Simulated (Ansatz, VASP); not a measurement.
# C in VASP and in Ansatz

```
C
1.0
    -2.18940    2.18940    1.25516
     2.18940   -2.18940    1.25516
     2.18940    2.18940   -1.25516
C
4
Direct
  0.68024 0.68024 0.36048
  0.31976 0.31976 0.63952
  0.31976 0.68024 0.00000
  0.68024 0.31976 0.00000
```

Alike in both runs: functional PBE; k mesh 10 × 10 × 10; occupations gaussian, width 0.02 eV; no spin polarisation.

Ansatz relaxed the structure, and its values are those at the end. VASP's run is a single point on that final structure, the one shown.

```csv
,VASP,Ansatz
version,VASP 6.6.1,Ansatz 0.2.0
potentials or method,"VASP PAW PBE potentials, release 64 (C)","scalar-relativistic, plane waves, PAW"
plane-wave cutoff (eV),520,420
valence electrons in the cell,16,16
```

|  | VASP | Ansatz | Ansatz less VASP |
| --- | --- | --- | --- |
| gap on the k mesh at the Fermi level (eV) | 2.71 | 2.73 | +0.018 |
| least direct gap on the mesh (eV) | 4.69 | 4.71 | +0.017 |
| pressure (GPa) | 0.6 | 0.0 | -0.56 |
